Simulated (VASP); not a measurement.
Here is a VASP 6.6.1 calculation.

The input INCAR:

```
ALGO = Fast
EDIFF = 1E-6
ENCUT = 520
GGA = PE
ISIF = 2
ISMEAR = 0
LASPH = T
LCHARG = F
LREAL = F
LWAVE = F
NELM = 60
PREC = Accurate
SIGMA = 0.012
```

KPOINTS

```
k-points
0
Gamma
  8 8 8
```

File POSCAR:

```
Li2Se
1.0
    0.0000000000      3.0025000000      3.0025000000
    3.0025000000      0.0000000000      3.0025000000
    3.0025000000      3.0025000000      0.0000000000
Se Li
1 2
Direct
    0.0000000000      0.0000000000      0.0000000000
    0.7500000000      0.7500000000      0.7500000000
    0.2500000000      0.2500000000      0.2500000000
```

Potentials or basis: VASP PAW PBE potentials, release 64 (Se, Li_sv).

Command:

```bash
$ cat potpaw_PBE.64/Se/POTCAR potpaw_PBE.64/Li_sv/POTCAR > POTCAR
$ mpirun -np 1 vasp_std > vasp.out
```

(1) Estimate the band gap on the k mesh.

Results:

(1) 2.97 eV, indirect (least direct gap 3.39 eV).
